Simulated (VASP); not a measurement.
# PbF2 (Fluorocronite): band structure with HSE06

PbF2 (Fluorocronite):

```
Pb F
1.0
     0.00000    2.94621    2.94621
     2.94621    0.00000    2.94621
     2.94621    2.94621    0.00000
Pb F
1 2
Direct
  0.00000 0.00000 0.00000
  0.25000 0.25000 0.25000
  0.75000 0.75000 0.75000
```

```json
{
  "Program": "VASP 6.6.1",
  "Task": "band structure",
  "Functional": "HSE06",
  "Potentials or basis": "VASP PAW PBE potentials, release 64 (Pb_d, F)",
  "Cutoff": "520 eV",
  "k mesh": "6 × 6 × 6",
  "Occupations": "gaussian, width 0.03 eV",
  "Spin": "no spin polarisation",
  "Grid for exact exchange (PRECFOCK)": "Fast",
  "Screening parameter": "0.2 1/A",
  "Further INCAR settings": "ALGO = Normal; EDIFF = 1e-06"
}
```

```yaml
Pressure: 2.2 GPa
Band_gap_on_the_k_mesh: 5.76 eV, indirect (least direct gap 5.87 eV)
Band_gap_along_the_path: 5.73 eV, indirect (least direct gap 5.87 eV)
```

Levels at points of the mesh, in eV from the valence-band top:
```csv
k point,band 12,band 13,band 14,band 15,band 16,band 17
"(0.00, 0.00, 0.00)",-2.71,-2.71,-2.71,8.25,8.25,8.25
"(0.50, 0.00, 0.00)",-2.90,-2.90,-0.10,6.31,9.26,9.26
"(0.50, 0.50, 0.00)",-2.26,-2.26,-0.10,5.76,9.52,9.52
```

It took 9.3 min on 4 MPI ranks on Intel(R) Xeon(R) 6975P-C (Granite Rapids) (shared host), peak memory 0.31 GiB a rank.

Caveat: the PAW data sets were made with another functional, which shifts forces and pressure a little; spin-orbit coupling is left out, which as a rule narrows the gap of such compounds by several tenths of an eV.
